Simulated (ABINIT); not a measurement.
Runs of ABINIT 10.8.3 (patched build) on Si2Mo. The structure is tetragonal, space group I4/mmm (No. 139). The conventional cell has a = 3.200 Å, b = 3.200 Å, c = 7.861 Å, α = 90.00°, β = 90.00°, γ = 90.00°. Mo (site symmetry 4/mmm) is surrounded by 10 Si at 2.62 Å. Si (site symmetry 4mm) is surrounded by 5 Si at 2.61 to 2.63 Å and 5 Mo at 2.62 Å. 

```csv
task,level,potentials or basis,k mesh,cutoff (eV),fine-grid cutoff,mesh quality,gap on the mesh (eV),pressure (GPa),largest force (eV/Å)
single point,PBE,PseudoDojo NC SR PBE v0.4.1 standard,9 × 9 × 9,952,-,not flagged,none,2.0,0.30
band structure,PW91,JTH PAW PBE v2.0,12 × 12 × 12,408,816.342 eV,not flagged,none,3.2,0.29
single point,PBE,JTH PAW PBE v2.0,16 × 16 × 16,408,816.342 eV,not flagged,none,2.3,0.28
band structure,WC,JTH PAW PBE v2.0,12 × 12 × 12,408,816.342 eV,not flagged,none,(a),(b)
single point,LDA,JTH PAW LDA v2.0,10 × 10 × 10,408,816.342 eV,not flagged,none,-5.9,0.39
band structure,LDA-PZ,JTH PAW LDA v2.0,12 × 12 × 12,408,816.342 eV,not flagged,none,-5.7,0.37
single point,PBE,JTH PAW PBE v2.0,10 × 10 × 10,408,816.342 eV,not flagged,none,2.3,0.29
single point,PBE,JTH PAW PBE v2.0,5 × 5 × 5,408,816.342 eV,coarse,none,2.3,0.24
```

Alike in all rows: no spin polarisation; cell as given; smearing fermi-dirac 0.05 eV.

Task: Fill in the values left out.

Result: (a) -1.4; (b) 0.32.

Caveats: some runs use coarse meshes; the PAW data sets were made with another functional, which shifts forces and pressure a little (some runs).

A k mesh can miss the band edges, and the runs leave out spin-orbit coupling on Mo.

A gap of «none» marks a metal or a gap under the smearing width.

Not every run made on this cell is shown here.
